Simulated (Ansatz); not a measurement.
**MgS: the cell at several levels of theory**

The task here is to estimate one member of a computed series from the others.

Program: Ansatz 0.2.0. PAW datasets, plane waves, zero pressure. All values are calculated for a non-magnetic cell, which may be hypothetical.

## The cell

This is the cell as the run starts from it, not yet at rest; its lengths are not the crystal's.

The symmetry is P6_3/mmc (No. 194, hexagonal); conventional cell a = 4.059 Å, c = 5.074 Å, 18.10 Å³ an atom. Near Mg stand 5 S at 2.34–2.54 Å; near S stand 5 Mg at 2.34–2.54 Å.

Structure file:

```cif
data_structure
_symmetry_space_group_name_H-M 'P6_3/mmc'
_symmetry_Int_Tables_number 194
_cell_length_a 4.0592
_cell_length_b 4.0592
_cell_length_c 5.0737
_cell_angle_alpha 90.000
_cell_angle_beta 90.000
_cell_angle_gamma 120.000
_cell_volume 72.40
loop_
_atom_site_label
_atom_site_type_symbol
_atom_site_symmetry_multiplicity
_atom_site_Wyckoff_symbol
_atom_site_fract_x
_atom_site_fract_y
_atom_site_fract_z
_atom_site_occupancy
Mg1 Mg 2 c 0.33333 0.66667 0.25000 1
S1 S 2 d 0.66667 0.33333 0.25000 1
```

The first run:

input.yaml

```yaml
crystal:
  lattice:
    - [4.0592149949, 0.0, 0.0]
    - [-2.0296074974, 3.515383305, 0.0]
    - [0.0, 0.0, 5.0737491]
  atoms:
    - { symbol: Mg, position: [0.3333333333, 0.6666666667, 0.25] }
    - { symbol: Mg, position: [0.6666666667, 0.3333333333, 0.75] }
    - { symbol: S, position: [0.6666666667, 0.3333333333, 0.25] }
    - { symbol: S, position: [0.3333333333, 0.6666666667, 0.75] }
kpoints:
  mp_grid: { grid: [6, 6, 4] }
hamiltonian:
  xc: pbe
scf:
  occupations: { method: fermi_dirac, width: 0.02 }
relax:
  f_tol: 0.005
  cell: {}
output:
  write_density: true
  write_potential: true
  elf: true
  volumetric_format: npy
```

The run is started by

```
$ ansatz run input.yaml --threads 2 --pin off --max-ram 2211MiB --backend cpu --events-out ev --progress --plain --runs-dir out
```

Among the steps run: Relaxing with PBE; r2SCAN: cell and atoms; Relaxation with PBEsol; LDA: cell and atoms; Relaxing with HSE06.

One of the session's tables, all rows but one given; the rest of the session is left out.

It belongs to the step «The cells side by side». 

```
 level  a (Å)  c (Å)  volume (Å³/atom)
   PBE  4.319  5.320            21.486
r2SCAN  4.296  5.285            21.113
PBEsol      ?      ?                 ?
   LDA  4.249  5.200            20.322
 HSE06  4.294  5.284            21.095
```

**Question.** Estimate the row for PBEsol.

As computed: a (Å): 4.291; c (Å): 5.256; volume (Å³/atom): 20.953. In the column «a (Å)» it lies between LDA (4.249) and HSE06 (4.294).

In words: The first relaxation changed the volume by +18.7 % from the start. The volume runs from LDA (least) to PBE (most), a spread of 5.7 %, or 1.9 % in length if all axes shared it alike.
